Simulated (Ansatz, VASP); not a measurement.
## Two plane-wave programs on TePb

The input INCAR:

```
PREC     = Accurate       # precision mode
ENCUT    = 520            # plane-wave cutoff, eV
EDIFF    = 1E-6           # SCF threshold, eV
ISMEAR   = 0              # smearing method
SIGMA    = 0.012          # smearing width, eV
LREAL    = False          # projectors in reciprocal space
LASPH    = True           # aspherical terms in the spheres
NELM     = 60             # most SCF steps
ALGO     = Fast           # electronic algorithm
ISIF     = 2              # what is computed and relaxed
LWAVE    = False          # write WAVECAR
LCHARG   = False          # write CHGCAR
GGA      = PE             # functional
```

KPOINTS

```
regular mesh
0
Gamma
  7 7 7
```

POSCAR

```
TePb
1.0
    0.0000000000      3.2310000000      3.2310000000
    3.2310000000      0.0000000000      3.2310000000
    3.2310000000      3.2310000000      0.0000000000
Pb Te
1 1
Direct
    0.0000000000      0.0000000000      0.0000000000
    0.5000000000      0.5000000000      0.5000000000
```

input.yaml

```yaml
crystal:
  lattice:
    - [0.0, 3.231, 3.231]
    - [3.231, 0.0, 3.231]
    - [3.231, 3.231, 0.0]
  atoms:
    - { symbol: Pb, position: [0.0, 0.0, 0.0] }
    - { symbol: Te, position: [0.5, 0.5, 0.5] }
hamiltonian:
  xc: pbe
  pseudopotentials: { kind: paw }
kpoints:
  mp_grid: { grid: [7, 7, 7] }
scf:
  occupations: { method: gaussian, width: 0.012 }
output:
  forces: true
  stress: true
  eigenvalues: true
```

Alike in both runs: task single point; functional PBE; k mesh 7 × 7 × 7; occupations gaussian, width 0.012 eV; no spin polarisation.

```csv
,VASP,Ansatz
version,VASP 6.6.1,Ansatz 0.2.0
potentials or method,"VASP PAW PBE potentials, release 64 (Pb_d, Te)",Ansatz PAW
plane-wave cutoff (eV),520,420
valence electrons in the cell,20,30
```

|  | VASP | Ansatz | Ansatz less VASP |
| --- | --- | --- | --- |
| gap on the k mesh at the Fermi level (eV) | 1.01 | 1.01 | -0.003 |
| least direct gap on the mesh (eV) | 1.01 | 1.01 | -0.003 |
| pressure (GPa) | 2.1 | 2.1 | +0.06 |

The two sets of potentials don't hold the same shells in valence.

The runs have no spin-orbit coupling, so splittings on Pb, Te are missing.
